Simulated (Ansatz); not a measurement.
# AlAs, space group F-43m: a single point from a YAML input

With Ansatz 0.2.0 through its Python package.

The script reads `input.yaml`:
```yaml
crystal:
  lattice:
    - [0.0, 2.8304, 2.8304]
    - [2.8304, 0.0, 2.8304]
    - [2.8304, 2.8304, 0.0]
  atoms:
    - { symbol: Al, position: [0.0, 0.0, 0.0] }
    - { symbol: As, position: [0.25, 0.25, 0.25] }
kpoints:
  mp_grid: { kspacing: 0.4 }
hamiltonian:
  xc: lda
scf:
  occupations: { method: fixed }
output:
  forces: true
  stress: true
  eigenvalues: true
```

Notebook, run cell by cell (the value of a cell's last expression is shown):

In [1]:
```python
import warnings

import ansatz as az
import numpy as np
```

In [2]:
```python
warnings.simplefilter('ignore', az.DeckWarning)

planned = az.Session.from_deck('input.yaml').plan(threads=1, pin='off')
result = planned.execute()
data = result.report
```

In [3]:
```python
data['kpoints_frac'][:4]
```
Out [3]:
```text
[[0.0, 0.0, 0.0], [0.0, 0.0, 0.2], [0.0, 0.0, 0.4], [0.0, 0.2, 0.2]]
```

In [4]:
```python
data['free_energy_ev']
```
Out [4]:
```text
-5287.450229703474
```

In [5]:
```python
print('%-22s %14.5f eV' % ('F = E - TS', data['free_energy_ev']))
print('%-22s %14.5f eV' % ('E', data['internal_energy_ev']))
print('%-22s %14.5f eV' % ('Harris-Foulkes', data['harris_foulkes_ev']))
print('%-22s %14.5f eV' % ('Fermi level', data['fermi_energy_ev']))
```
```text
F = E - TS                -5287.45023 eV
E                         -5287.45023 eV
Harris-Foulkes            -5287.45023 eV
Fermi level                   6.13672 eV
```

In [6]:
```python
print('forces (eV/A)')
for site, force in zip(result.lattice.sites, data['forces_ev_ang']):
    print(f'  {site.symbol:2s} {force[0]:9.4f} {force[1]:9.4f} {force[2]:9.4f}')
```
```text
forces (eV/A)
  Al    0.0000   -0.0000   -0.0000
  As   -0.0000   -0.0000    0.0000
```

In [7]:
```python
fermi = data['fermi_energy_ev']
print('levels less the Fermi level (eV) at the first k-points')
for k, levels in list(zip(data['kpoints_frac'], data['eigenvalues_ev']))[:6]:
    print('k = ({:.3f}, {:.3f}, {:.3f})'.format(*k))
    print('   ', ' '.join(f'{e - fermi:.3f}' for e in levels))
```
```text
levels less the Fermi level (eV) at the first k-points
k = (0.000, 0.000, 0.000)
    -34.504 -34.504 -34.504 -34.493 -34.493 -11.911 -0.000 -0.000 0.000 1.843 4.254 4.254 4.254
k = (0.000, 0.000, 0.200)
    -34.504 -34.504 -34.504 -34.493 -34.493 -11.532 -2.661 -0.349 -0.349 2.627 4.790 4.790 5.562
k = (0.000, 0.000, 0.400)
    -34.504 -34.503 -34.503 -34.493 -34.493 -10.698 -5.177 -0.762 -0.762 2.092 4.719 4.719 7.592
k = (0.000, 0.200, 0.200)
    -34.504 -34.503 -34.503 -34.493 -34.493 -11.404 -2.543 -1.014 -1.014 2.924 3.925 6.036 6.036
k = (0.000, 0.200, 0.400)
    -34.504 -34.503 -34.503 -34.493 -34.493 -10.688 -4.491 -1.960 -1.436 2.757 4.644 5.659 6.476
k = (0.000, 0.200, -0.400)
    -34.504 -34.503 -34.503 -34.493 -34.493 -10.302 -5.268 -2.684 -1.207 2.926 5.064 5.881 7.839
```

In [8]:
```python
stress = np.array(data['stress_gpa'])
print(f'pressure {np.trace(stress) / 3:.3f} GPa')
print('stress tensor, GPa, positive in compression')
np.round(stress, 3) + 0.0
```
```text
pressure -1.164 GPa
stress tensor, GPa, positive in compression
```
Out [8]:
```text
array([[-1.164,  0.   ,  0.   ],
       [ 0.   , -1.164,  0.   ],
       [ 0.   ,  0.   , -1.164]])
```

In [9]:
```python
print('doubts on the final state:', data['published_state_doubts'] or 'none')
print('warnings:', sorted({n['data']['kind'] for n in result.notices if n['data'].get('severity') in ('warning', 'doubt')}) or 'none')
```
```text
doubts on the final state: none
warnings: none
```

Total energies depend on the potentials; only differences at equal settings carry meaning. A total without «per atom» is that of the cell as typed. The computed bands are complete only to about 4.3 eV above the Fermi level. The zero of the levels is a convention of the potentials, so an absolute Fermi energy is no work function. The starting cell is as deposited in a crystallographic database; the results hold for this polymorph, which needn't be the stable one. Levels are Kohn-Sham eigenvalues on this mesh, without spin-orbit coupling. Wall time of the script: 1 s on 1 thread of Arm Neoverse V2 (shared host), peak memory 0.32 GiB.

(Lines on the test bed's own set-up are left out of the output.)
